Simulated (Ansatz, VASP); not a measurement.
Mg: VASP beside Ansatz

File INCAR:

```
PREC = Accurate
ENCUT = 520
EDIFF = 1E-7
ISMEAR = -1
SIGMA = 0.03
LREAL = False
LASPH = True
NELM = 60
ALGO = Normal
ISIF = 2
LWAVE = False
LCHARG = True
GGA = CA
LELF = True
LVHAR = True
NBANDS = 9
```

Contents of KPOINTS:

```
regular mesh
0
Gamma
  12 12 6
```

POSCAR

```
Mg
1.0
    3.1325008903      0.0000000000      0.0000000000
   -1.5662504451      2.7128253484      0.0000000000
    0.0000000000      0.0000000000      5.0848940941
Mg
2
Direct
    0.3333333333      0.6666666667      0.2500000000
    0.6666666667      0.3333333333      0.7500000000
```

Input for Ansatz:

```yaml
crystal:
  lattice:
    - [3.1325008903, 0.0, 0.0]
    - [-1.5662504451, 2.7128253484, 0.0]
    - [0.0, 0.0, 5.0848940941]
  atoms:
    - { symbol: Mg, position: [0.3333333333, 0.6666666667, 0.25] }
    - { symbol: Mg, position: [0.6666666667, 0.3333333333, 0.75] }
hamiltonian:
  xc: lda
  pseudopotentials:
    kind: paw
    azcp:
      Mg: "pseudopotentials/Mg.paw.azcp"
basis:
  ecutwfc: 420
  fft_grid_basis: typed
kpoints:
  mp_grid: { grid: [12, 12, 6], shift: [0, 0, 0] }
magnetization:
  spin_polarized: false
scf:
  occupations: { method: fermi_dirac, width: 0.03 }
  lower_state_search: "off"
output:
  stress: true
```

Alike in both runs: task single point; functional LDA; k mesh 12 × 12 × 6; occupations fermi-dirac, width 0.03 eV; no spin polarisation.

|  | VASP | Ansatz |
| --- | --- | --- |
| version | VASP 6.6.1 | Ansatz 0.2.0 |
| potentials or method | VASP PAW LDA potentials, release 64 (Mg) | plane waves (420 eV) with PAW, scalar-relativistic |
| plane-wave cutoff (eV) | 520 | 420 |
| valence electrons in the cell | 4 | 20 |

|  | VASP | Ansatz | Ansatz less VASP |
| --- | --- | --- | --- |
| pressure (GPa) | -0.3 | 0.0 | +0.33 |
| largest component of the traceless stress (GPa) | 0.58 | 0.57 | -0.005 |

The two sets of potentials don't hold the same shells in valence. Ansatz warned: «pseudo_functional_mismatch».
